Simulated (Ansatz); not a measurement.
# Ge: the cost of one run

Method: DFT LDA, scalar-relativistic, plane waves, PAW, in Ansatz 0.2.0.

29 further runs of the same task are left out: 29 set aside as unsound or not needed.

### 1 The system as given

The structure is trigonal, space group P-3m1 (No. 164). The conventional cell has a = 3.704 Å, b = 3.704 Å, c = 28.000 Å, α = 90.00°, β = 90.00°, γ = 120.00°. Around Ge (site symmetry 3m) lie 3 Ge at 2.14 Å.

Structure file:

```xyz
2
Lattice="3.7040 0.0000 0.0000 -1.8520 3.2078 0.0000 0.0000 0.0000 28.0000" Properties=species:S:1:pos:R:3 pbc="T T T"
Ge    0.0000    2.1385   14.0715
Ge    1.8520    1.0693   13.9285
```

This is the geometry of the first run shown, built on a cell relaxed beforehand with the same method.

### 2 What is varied

Atoms count from 1 in the order of the input.

The lattice constant and the buckling of a sheet are varied, nothing relaxed.

- lattice constant a of the sheet (both vectors scaled alike): 8 values from 3.704 to 4.149 Å
- buckling: height of Ge1 above Ge2: 8 values from 0.000 to 1.000 Å

Nothing else is relaxed. Points are written as (first, second).

### 3 Grid point (3.704 Å, 0.143 Å)

Along c the cell is not periodic, so the sheet has no images above or below.

input.yaml reads:

```yaml
crystal:
  lattice:
    - [3.704, 0.0, 0.0]
    - [-1.852, 3.2077580956, 0.0]
    - [0.0, 0.0, 28.0]
  atoms:
    - { symbol: Ge, position: [0.3333333333, 0.6666666667, 0.5025535714] }
    - { symbol: Ge, position: [0.6666666667, 0.3333333333, 0.4974464286] }
  periodic: [true, true, false]
basis:
  ecutwfc: 420
kpoints:
  mp_grid: { grid: [12, 12, 1] }
hamiltonian:
  xc: lda
scf:
  occupations: { method: gaussian, width: 0.1 }
output:
  forces: true
  stress: true
  eigenvalues: true
```

On the command line:

```console
$ ansatz run input.yaml --threads 1 --pin off --max-ram 3072MiB --backend cpu --events-out ev --progress --plain --runs-dir out
```

What time and memory should one allow on 1 thread of Arm Neoverse V2, shared host?

About 5.3 s, with a peak of 0.44 GiB.
